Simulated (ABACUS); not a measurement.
Be:

```
Be
1.0
    -1.25312    1.25312    1.25312
     1.25312   -1.25312    1.25312
     1.25312    1.25312   -1.25312
Be
1
Direct
  0.00000 0.00000 0.00000
```

This isn't the form of Be at room conditions, which is hcp.

* Program: ABACUS 3.10.1
* Task: single point
* Functional: PBE
* Potentials or basis: PseudoDojo NC SR 0.4.1 PBE standard
* Cutoff: 1361 eV
* Density cutoff: 5442 eV
* Basis: DZP LCAO (the cutoffs set its grid)
* k mesh: 15 × 15 × 15
* Occupations: fermi-dirac, width 0.05 eV
* Spin: no spin polarisation

On this cell: pressure -0.1 GPa; band gap on the k mesh none (metal or under the smearing width).

The same run follows on a disturbed copy (cell strained at random at fixed volume):

```xyz
1
Lattice="-1.2609 1.2157 1.2638 1.2607 -1.2309 1.2788 1.2654 1.2354 -1.2790" Properties=species:S:1:pos:R:3 pbc="T T T"
Be   -0.0183    0.0001    0.0070
```

Task: What changes?

Result: The energy (extrapolated to zero smearing) moves by +3.2 meV/atom; pressure 0.0 GPa; band gap on the k mesh none (metal or under the smearing width).

Stress tensor (GPa, compression positive):
```
-0.88 -0.81  0.02
-0.81  2.43  2.72
 0.02  2.72 -1.50
```

Caveats: the atomic orbitals were generated for these runs and aren't a published set; the basis of atomic orbitals isn't converged, which shifts pressures, moduli and gaps.
